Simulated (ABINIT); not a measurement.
Wanted: the native input for an ABINIT 10.8.3 (patched build) run.

```
Task                : single point
Functional          : r2SCAN
Potentials or basis : JTH PAW PBE v2.0
Cutoff              : 544 eV
k mesh              : 3 × 3 × 3
Occupations         : fermi-dirac, width 0.05 eV
Spin                : no spin polarisation
Fine-grid cutoff    : 1088.46 eV
```

GaAs:

```
CELL_PARAMETERS angstrom
0.00000 2.82685 2.82685
2.82685 0.00000 2.82685
2.82685 2.82685 0.00000
ATOMIC_POSITIONS crystal
As 0.75000 0.75000 0.75000
Ga 0.00000 0.00000 0.00000
```

One way to write it, as run:

run.abi

```
# Pseudopotentials
pp_dirpath "./"
pseudos "As.GGA_PBE-JTH.xml, Ga.GGA_PBE-JTH.xml"

# Structure
acell 7.55468967 7.55468967 7.55468967
rprim
     0.0000000000     0.7071067812     0.7071067812
     0.7071067812     0.0000000000     0.7071067812
     0.7071067812     0.7071067812     0.0000000000
ntypat 2
znucl 33 31
natom 2
typat 1 2
xred
     0.7500000000     0.7500000000     0.7500000000
     0.0000000000     0.0000000000     0.0000000000

# Plane-wave basis
ecut 20.0
pawecutdg 40.0

# k points
kptopt 1
ngkpt 3 3 3
nshiftk 1
shiftk 0.0 0.0 0.0

# Exchange and correlation
ixc -497498
usekden 1
pawxcdev 0

# Bands and occupations
nband 18
occopt 3
tsmear 0.00183747

# SCF cycle
nstep 100
tolvrs 1.0e-7

# Output
iomode 3
prtwf 0
prtden 0
prteig 0
prtebands 0
enunit 1
```

Potentials or basis: JTH PAW PBE v2.0.

Run with:

```bash
$ abinit run.abi > log 2>&1
```

It gave:

```yaml
Pressure: 1.6 GPa
Band_gap_on_the_k_mesh: 0.99 eV, direct
Valence_electrons_inside_the_program's_atomic_spheres: As 12.74; Ga 11.07
```

Caveat: the k mesh is coarse (spacing up to 0.64 Å⁻¹), so the values aren't converged; the PAW data sets were made with another functional, which shifts forces and pressure a little.

Run time: 16 s on 1 thread of Arm Neoverse V2 (shared host), peak memory 0.12 GiB.
